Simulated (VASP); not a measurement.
# MgB2 (P6/mmm) in VASP: notebook, part 2 of 3

VASP 6.6.1. The steps go on from the part before.

### 3 Density of states, LDA

Contents of POSCAR:

```
MgB2
1.0
    3.0850000000      0.0000000000      0.0000000000
   -1.5425000000      2.6716883707      0.0000000000
    0.0000000000      0.0000000000      3.5230000000
Mg B
1 2
Direct
    0.0000000000      0.0000000000      0.0000000000
    0.6666666667      0.3333333333      0.5000000000
    0.3333333333      0.6666666667      0.5000000000
```

Contents of INCAR.step1:

```
PREC = Accurate ; ENCUT = 520
EDIFF = 1E-6 ; ISMEAR = 0
SIGMA = 0.02 ; LREAL = False
LASPH = True ; NELM = 80
ALGO = Fast ; ISIF = 2
LWAVE = False ; LCHARG = True
NBANDS = 11
```

Contents of KPOINTS.step1:

```
regular mesh
0
Gamma
  10 10 8
```

Contents of INCAR.step2:

```
PREC = Accurate ; ENCUT = 520
EDIFF = 1E-6 ; ISMEAR = -5
SIGMA = 0.02 ; LREAL = False
LASPH = True ; NELM = 80
ALGO = Fast ; ISIF = 2
LWAVE = False ; LCHARG = False
LORBIT = 11 ; NBANDS = 11
NEDOS = 2001 ; ICHARG = 11
```

Contents of KPOINTS.step2:

```
regular mesh
0
Gamma
  15 15 12
```

Potentials or basis: VASP PAW LDA potentials, release 64 (Mg, B).

The run is started by

```console
> cat potpaw_LDA.64/Mg/POTCAR potpaw_LDA.64/B/POTCAR > POTCAR
> cp INCAR.step1 INCAR
> cp KPOINTS.step1 KPOINTS
> mpirun -np 1 vasp_std > vasp.out
> cp INCAR.step2 INCAR
> cp KPOINTS.step2 KPOINTS
> mpirun -np 1 vasp_std > vasp.out
```

Wall time 42 s (1 thread of AMD EPYC 7R43 (Zen 3), shared host); peak memory 0.14 GiB.

The run converged. Its results:

| Item | Value |
| --- | --- |
| Valence electrons inside the program's atomic spheres | Mg 0.41; B 1.92 |

Levels at points of the mesh, in eV from the Fermi level:
| k point | band 1 | band 2 | band 3 | band 4 | band 5 | band 6 | band 7 | band 8 | band 9 |
| --- | --- | --- | --- | --- | --- | --- | --- | --- | --- |
| (0.00, 0.00, 0.00) | -12.24 | -2.88 | 0.41 | 0.41 | 1.68 | 6.32 | 6.32 | 8.26 | 9.86 |
| (0.00, 0.00, 0.50) | -10.93 | -7.39 | 0.79 | 0.79 | 6.66 | 6.66 | 7.93 | 9.87 | 10.04 |

States per cell in windows of 1 eV (zero at the Fermi level; states under -8 eV left out):
| from (eV) | total | B2_p | B3_p | B2_s | B3_s | Mg1_s | Mg1_p |
| --- | --- | --- | --- | --- | --- | --- | --- |
| -8.0 | 0.39 | 0.03 | 0.03 | 0.07 | 0.07 | 0.01 | 0.01 |
| -7.0 | 0.63 | 0.08 | 0.08 | 0.07 | 0.07 | 0.02 | 0.01 |
| -6.0 | 0.65 | 0.09 | 0.09 | 0.06 | 0.06 | 0.02 | 0.01 |
| -5.0 | 0.74 | 0.12 | 0.12 | 0.04 | 0.04 | 0.02 | 0.02 |
| -4.0 | 0.96 | 0.18 | 0.18 | 0.04 | 0.04 | 0.02 | 0.03 |
| -3.0 | 1.10 | 0.24 | 0.24 | 0.03 | 0.03 | 0.01 | 0.03 |
| -2.0 | 1.05 | 0.26 | 0.26 | 0.02 | 0.02 | 0.01 | 0.02 |
| -1.0 | 0.79 | 0.18 | 0.18 | 0.01 | 0.01 | 0.01 | 0.02 |
| 0.0 | 0.50 | 0.10 | 0.10 | 0.00 | 0.00 | 0.01 | 0.01 |
| 1.0 | 0.28 | 0.04 | 0.04 | 0.00 | 0.00 | 0.01 | 0.01 |
| 2.0 | 0.41 | 0.06 | 0.06 | 0.01 | 0.01 | 0.01 | 0.01 |
| 3.0 | 0.47 | 0.06 | 0.06 | 0.01 | 0.01 | 0.02 | 0.01 |
| 4.0 | 0.49 | 0.05 | 0.05 | 0.01 | 0.01 | 0.04 | 0.02 |
| 5.0 | 1.07 | 0.09 | 0.09 | 0.06 | 0.06 | 0.08 | 0.04 |
| 6.0 | 1.38 | 0.16 | 0.16 | 0.07 | 0.07 | 0.09 | 0.05 |
| 7.0 | 1.15 | 0.14 | 0.14 | 0.04 | 0.04 | 0.10 | 0.05 |

Caveat: tetrahedron occupations give inexact forces and stress in metals.

### 4 Electric field gradients, LDA

Contents of INCAR:

```
PREC = Accurate ; ENCUT = 520
EDIFF = 1E-8 ; ISMEAR = 0
SIGMA = 0.02 ; LREAL = False
LASPH = True ; NELM = 80
ALGO = Normal ; ISIF = 2
LWAVE = False ; LCHARG = False
GGA = CA ; LEFG = True
```

Contents of KPOINTS:

```
Automatic mesh
0
Gamma
  10 10 8
```

POSCAR is that of step 3.

Potentials or basis: VASP PAW LDA potentials, release 64 (Mg, B).

The run is started by

```console
> cat potpaw_LDA.64/Mg/POTCAR potpaw_LDA.64/B/POTCAR > POTCAR
> mpirun -np 1 vasp_std > vasp.out
```

OUTCAR:

```text
PREC = Accurate
   ENCUT = 520
   EDIFF = 1E-8
   ISMEAR = 0
   LREAL = False
   LASPH = True
   NELM = 80
   ISIF = 2
   GGA = CA

 ion  position               nearest neighbor table
   1  0.000  0.000  0.000-   2 2.51   3 2.51   2 2.51   3 2.51   2 2.51   2 2.51   3 2.51   3 2.51
                             2 2.51   2 2.51   3 2.51   3 2.51
   2  0.667  0.333  0.500-   3 1.78   3 1.78   3 1.78   1 2.51   1 2.51   1 2.51   1 2.51   1 2.51
                             1 2.51
   3  0.333  0.667  0.500-   2 1.78   2 1.78   2 1.78   1 2.51   1 2.51   1 2.51   1 2.51   1 2.51
                             1 2.51

  LATTYP: Found a hexagonal cell.
 ALAT       =     3.0850000000
 C/A-ratio  =     1.1419773096

  Lattice vectors:

 A1 = (   3.0850000000,   0.0000000000,   0.0000000000)
 A2 = (  -1.5425000000,   2.6716883707,   0.0000000000)
 A3 = (   0.0000000000,   0.0000000000,   3.5230000000)

Analysis of symmetry for initial positions (statically):
=====================================================================
 Subroutine PRICEL returns:
 Original cell was already a primitive cell.

 Routine SETGRP: Setting up the symmetry group for a
 hexagonal supercell.

 Subroutine GETGRP returns: Found 24 space group operations
 (whereof 24 operations were pure point group operations)
 out of a pool of 24 trial point group operations.

The static configuration has the point symmetry D_6h.

Analysis of symmetry for dynamics (positions and initial velocities):
=====================================================================
 Subroutine PRICEL returns:
[... 426 lines left out ...]
      4       4.5566      2.00000
      5       7.4058      0.00000
      6      10.4353      0.00000
      7      11.5072      0.00000
      8      13.3307      0.00000

 [... further k-points ...]

------------------------ aborting loop because EDIFF is reached ----------------------------------------

  FORCE on cell =-STRESS in cart. coord.  units (eV):
  Direction    XX          YY          ZZ          XY          YZ          ZX
  --------------------------------------------------------------------------------------
  -------------------------------------------------------------------------------------
  Total       -1.4410810     -1.4410810     -1.4754358      0.0000000      0.0000000      0.0000000
  in kB      -79.5143230    -79.5143230    -81.4099116      0.0000000      0.0000000      0.0000000
  external PRESSURE =     -80.1461859 kB  Pullay stress =       0.0000000 kB

 VOLUME and BASIS-vectors are now :
 -----------------------------------------------------------------------------
  energy-cutoff  :      520.00
  volume of cell :       29.04
      direct lattice vectors                 reciprocal lattice vectors
     3.085000000  0.000000000  0.000000000     0.324149109  0.187147575  0.000000000
    -1.542500000  2.671688371  0.000000000     0.000000000  0.374295150  0.000000000
     0.000000000  0.000000000  3.523000000     0.000000000  0.000000000  0.283848992

 POSITION                                       TOTAL-FORCE (eV/Angst)
 -----------------------------------------------------------------------------------
      0.00000      0.00000      0.00000        -0.000000      0.000000      0.000000
      1.54250      0.89056      1.76150        -0.000000      0.000000      0.000000
     -0.00000      1.78113      1.76150         0.000000     -0.000000      0.000000
 -----------------------------------------------------------------------------------
    total drift:                                0.000000     -0.000000      0.000000

  FREE ENERGIE OF THE ION-ELECTRON SYSTEM (eV)
  ---------------------------------------------------
  free  energy   TOTEN  =       -17.2445794301 eV

  energy  without entropy=      -17.2443629489  energy(sigma->0) =      -17.24447119

 Electric field gradients (V/A^2)
---------------------------------------------------------------------
 ion       V_xx      V_yy      V_zz      V_xy      V_xz      V_yz
---------------------------------------------------------------------
   1       0.146     0.146    -0.293    -0.000     0.000     0.000
   2     -10.561   -10.561    21.123     0.000     0.000    -0.000
   3     -10.561   -10.561    21.123     0.000     0.000    -0.000
---------------------------------------------------------------------

 Electric field gradients after diagonalization (V/A^2)
 (convention: |V_zz| > |V_xx| > |V_yy|)
----------------------------------------------------------------------
 ion       V_xx      V_yy      V_zz     asymmetry (V_yy - V_xx)/ V_zz
----------------------------------------------------------------------
   1       0.146     0.146    -0.293       0.000
   2     -10.561   -10.561    21.123       0.000
   3     -10.561   -10.561    21.123       0.000
----------------------------------------------------------------------

           NMR quadrupolar parameters

 Cq : quadrupolar parameter    Cq=e*Q*V_zz/h
 eta: asymmetry parameters     (V_yy - V_xx)/ V_zz
 Q  : nuclear electric quadrupole moment in mb (millibarn)
----------------------------------------------------------------------
 ion       Cq(MHz)       eta       Q (mb)
----------------------------------------------------------------------
   1      -0.001       0.000       1.000
   2       0.051       0.000       1.000
   3       0.051       0.000       1.000
----------------------------------------------------------------------
```

stdout:

```text
POSCAR found type information on POSCAR MgB
 POSCAR found :  2 types and       3 ions
 scaLAPACK will be used
 LDA part: xc-table for (Slater(with rela. corr.)+CA(PZ))
 , standard interpolation
 POSCAR, INCAR and KPOINTS ok, starting setup
 FFT: planning ... GRIDC
 FFT: planning ... GRID_SOFT
 FFT: planning ... GRID
 WAVECAR not read
 entering main loop
ion   1

ion   2

ion   3
```

It took 15 s on 1 thread of AMD EPYC 7R43 (Zen 3), shared host; peak memory 0.1 GiB.

Results:

```yaml
Free_energy: -17.2446 eV
Pressure: -8.0 GPa
Band_gap_on_the_k_mesh: none (metal or under the smearing width)
```

Levels at points of the mesh, in eV from the Fermi level:
```csv
k point,band 2,band 3,band 4,band 5,band 6,band 7
"(0.00, 0.00, 0.00)",-2.96,0.33,0.33,1.60,6.24,6.24
"(0.50, 0.00, 0.00)",-7.79,-2.19,0.18,3.02,3.87,5.26
"(0.00, 0.00, 0.50)",-7.47,0.71,0.71,6.58,6.58,7.85
"(0.50, 0.00, 0.50)",-6.87,-3.60,-1.89,-1.37,5.74,8.54
```

Electric field gradients, principal values (V/Å²):
| atom | Vxx | Vyy | Vzz |
| --- | --- | --- | --- |
| 1 Mg | 0.146 | 0.146 | -0.293 |
| 2 B | -10.561 | -10.561 | 21.123 |
| 3 B | -10.561 | -10.561 | 21.123 |

### 5 Core levels, LDA

Contents of INCAR:

```
SYSTEM = MgB2
ALGO = Normal ; EDIFF = 1E-7
ENCUT = 520 ; ICORELEVEL = 1
ISIF = 2 ; ISMEAR = 0
LASPH = .TRUE. ; LCHARG = .FALSE.
LREAL = .FALSE. ; LWAVE = .FALSE.
NELM = 60 ; PREC = Accurate
SIGMA = 0.02
```

Contents of KPOINTS:

```
k-points
0
G
  10 10 8
  0 0 0
```

POSCAR is that of step 4.

Potentials or basis: VASP PAW LDA potentials, release 64 (Mg, B).

The run is started by

```console
> cat potpaw_LDA.64/Mg/POTCAR potpaw_LDA.64/B/POTCAR > POTCAR
> mpirun -np 1 vasp_std > vasp.out
```

OUTCAR:

```text
SYSTEM = MgB2
   EDIFF = 1E-7
   ENCUT = 520
   ISIF = 2
   ISMEAR = 0
   LASPH = .TRUE.
   LREAL = .FALSE.
   NELM = 60
   PREC = Accurate

 ion  position               nearest neighbor table
   1  0.000  0.000  0.000-   2 2.51   3 2.51   2 2.51   3 2.51   2 2.51   2 2.51   3 2.51   3 2.51
                             2 2.51   2 2.51   3 2.51   3 2.51
   2  0.667  0.333  0.500-   3 1.78   3 1.78   3 1.78   1 2.51   1 2.51   1 2.51   1 2.51   1 2.51
                             1 2.51
   3  0.333  0.667  0.500-   2 1.78   2 1.78   2 1.78   1 2.51   1 2.51   1 2.51   1 2.51   1 2.51
                             1 2.51

  LATTYP: Found a hexagonal cell.
 ALAT       =     3.0850000000
 C/A-ratio  =     1.1419773096

  Lattice vectors:

 A1 = (   3.0850000000,   0.0000000000,   0.0000000000)
 A2 = (  -1.5425000000,   2.6716883707,   0.0000000000)
 A3 = (   0.0000000000,   0.0000000000,   3.5230000000)

Analysis of symmetry for initial positions (statically):
=====================================================================
 Subroutine PRICEL returns:
 Original cell was already a primitive cell.

 Routine SETGRP: Setting up the symmetry group for a
 hexagonal supercell.

 Subroutine GETGRP returns: Found 24 space group operations
 (whereof 24 operations were pure point group operations)
 out of a pool of 24 trial point group operations.

The static configuration has the point symmetry D_6h.

Analysis of symmetry for dynamics (positions and initial velocities):
=====================================================================
 Subroutine PRICEL returns:
 Original cell was already a primitive cell.

 Routine SETGRP: Setting up the symmetry group for a
 hexagonal supercell.

 Subroutine GETGRP returns: Found 24 space group operations
 (whereof 24 operations were pure point group operations)
 out of a pool of 24 trial point group operations.

The dynamic configuration has the point symmetry D_6h.

 Subroutine INISYM returns: Found 24 space group operations
 (whereof 24 operations are pure point group operations),
 and found     1 'primitive' translations

[... 122 lines left out ...]
   LHFCALC =     F    Hartree Fock is set to
   AEXX    =    0.0000 exact exchange contribution
   IVDW    =     0    specifies the selected vdW correction
   LEPSILON=     F    determine dielectric tensor
   LRPA    =     F    only Hartree local field effects (RPA)
 non-spin polarized calculation
 Gauss-broadening in eV      SIGMA  =   0.02
  energy-cutoff  :      520.00
  volume of cell :       29.04
 maximum number of plane-waves:       806
 NGX is ok and might be reduce to    24
   NGX = 11   NGY = 11   NGZ = 13

 number of electron       8.0000000 magnetization

 Free energy of the ion-electron system (eV)
  ---------------------------------------------------
  ext. energy  EPLUGINS =         0.00000000
  ---------------------------------------------------
  free energy    TOTEN  =       -17.24457949 eV

  energy without entropy =      -17.24436149  energy(sigma->0) =      -17.24447049

 the core state eigenenergies are
   1-  1s  -1241.5037  2s    -69.1535  2p    -36.6311
   2-  1s   -164.6423
   3-  1s   -164.6423

 E-fermi :   5.2556     XC(G=0): -11.0929

 val. band max:        5.2469117662   @ k =   0.1000   0.0000   0.1250
 cond. band min:       5.2733384432   @ k =   0.3000   0.2000   0.0000
 fundamental gap:      0.0264266770
 Fermi energy:         5.2555578583

 k-point     1 :       0.0000    0.0000    0.0000
  band No.  band energies     occupation
      1      -7.0639      2.00000
      2       2.2913      2.00000
      3       5.5898      0.00000
      4       5.5898      0.00000
      5       6.8556      0.00000
      6      11.4951      0.00000
      7      11.4951      0.00000
      8      13.4361      0.00000
[... 276 lines left out ...]
 k-point    27 :       0.4000    0.2000    0.1250
  band No.  band energies     occupation

------------------------ aborting loop because EDIFF is reached ----------------------------------------

  FORCE on cell =-STRESS in cart. coord.  units (eV):
  Direction    XX          YY          ZZ          XY          YZ          ZX
  --------------------------------------------------------------------------------------
  -------------------------------------------------------------------------------------
  Total       -1.4415584     -1.4415584     -1.4780278      0.0000000     -0.0000000      0.0000000
  in kB      -79.5406648    -79.5406648    -81.5529310      0.0000000     -0.0000000      0.0000000
  external PRESSURE =     -80.2114202 kB  Pullay stress =       0.0000000 kB

 VOLUME and BASIS-vectors are now :
 -----------------------------------------------------------------------------
  energy-cutoff  :      520.00
  volume of cell :       29.04
      direct lattice vectors                 reciprocal lattice vectors
     3.085000000  0.000000000  0.000000000     0.324149109  0.187147575  0.000000000
    -1.542500000  2.671688371  0.000000000     0.000000000  0.374295150  0.000000000
     0.000000000  0.000000000  3.523000000     0.000000000  0.000000000  0.283848992

 POSITION                                       TOTAL-FORCE (eV/Angst)
 -----------------------------------------------------------------------------------
      0.00000      0.00000      0.00000        -0.000000      0.000000      0.000000
      1.54250      0.89056      1.76150        -0.000000      0.000000     -0.000000
     -0.00000      1.78113      1.76150         0.000000     -0.000000      0.000000
 -----------------------------------------------------------------------------------
    total drift:                                0.000000     -0.000000      0.000000

  FREE ENERGIE OF THE ION-ELECTRON SYSTEM (eV)
  ---------------------------------------------------
  free  energy   TOTEN  =       -17.2445794901 eV

  energy  without entropy=      -17.2443614935  energy(sigma->0) =      -17.24447049
```

stdout:

```text
POSCAR found type information on POSCAR MgB
 POSCAR found :  2 types and       3 ions
 scaLAPACK will be used
 LDA part: xc-table for (Slater(with rela. corr.)+CA(PZ))
 , standard interpolation
 POSCAR, INCAR and KPOINTS ok, starting setup
 FFT: planning ... GRIDC
 FFT: planning ... GRID_SOFT
 FFT: planning ... GRID
 WAVECAR not read
 entering main loop
```

Run time: 14 s. Hardware: 1 thread of AMD EPYC 7R43 (Zen 3), shared host; peak memory 0.1 GiB.

What came out:

```yaml
Free_energy: -17.2446 eV
Pressure: -8.0 GPa
Band_gap_on_the_k_mesh: none (metal or under the smearing width)
```

Levels at points of the mesh, in eV from the Fermi level:
```
           k point  band 1  band 2  band 3  band 4  band 5  band 6  band 7  band 8
(0.00, 0.00, 0.00)  -12.32   -2.96    0.33    0.33    1.60    6.24    6.24    8.18
(0.50, 0.00, 0.00)   -8.43   -7.79   -2.19    0.18    3.02    3.87    5.26    6.94
(0.00, 0.00, 0.50)  -11.01   -7.47    0.71    0.71    6.58    6.58    7.85    9.94
(0.50, 0.00, 0.50)   -7.43   -6.87   -3.60   -1.89   -1.37    5.74    8.54    8.77
```

Core levels (eV, on the scale of the bands):
```tsv
atom	levels
1 Mg	1s -1241.5, 2s -69.2, 2p -36.6
2 B	1s -164.6
3 B	1s -164.6
```

[end of part 2 of 3]
